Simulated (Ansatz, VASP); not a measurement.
# One calculation of Ti, two programs

```
CELL_PARAMETERS angstrom
2.44925 0.00000 0.00000
0.00000 2.44925 0.00000
0.00000 0.00000 2.44925
ATOMIC_POSITIONS crystal
Ti 0.00000 0.00000 0.00000
```

Change from the starting cell: volume scaled by 0.84, LAPW.

Alike in both runs: task single point; functional PBEsol; k mesh 14 × 14 × 14; occupations fermi-dirac, width 0.08 eV; no spin polarisation.

|  | VASP | Ansatz |
| --- | --- | --- |
| version | VASP 6.6.1 | Ansatz 0.2.0 |
| potentials or method | VASP PAW PBE potentials, release 64 (Ti_sv), cutoff 520 eV | all-electron LAPW, scalar-relativistic |

```csv
,VASP,Ansatz,Ansatz less VASP
pressure (GPa),19.9,20.0,+0.07
```

Ansatz ran all-electron here, so the differences hold the error of VASP's frozen core and of both bases.

Caveats: so large a pressure means that the cell lies far from this level's equilibrium, or that cutoff or potentials fall short (VASP); the potentials were made for another functional, which shifts forces and pressure (VASP).
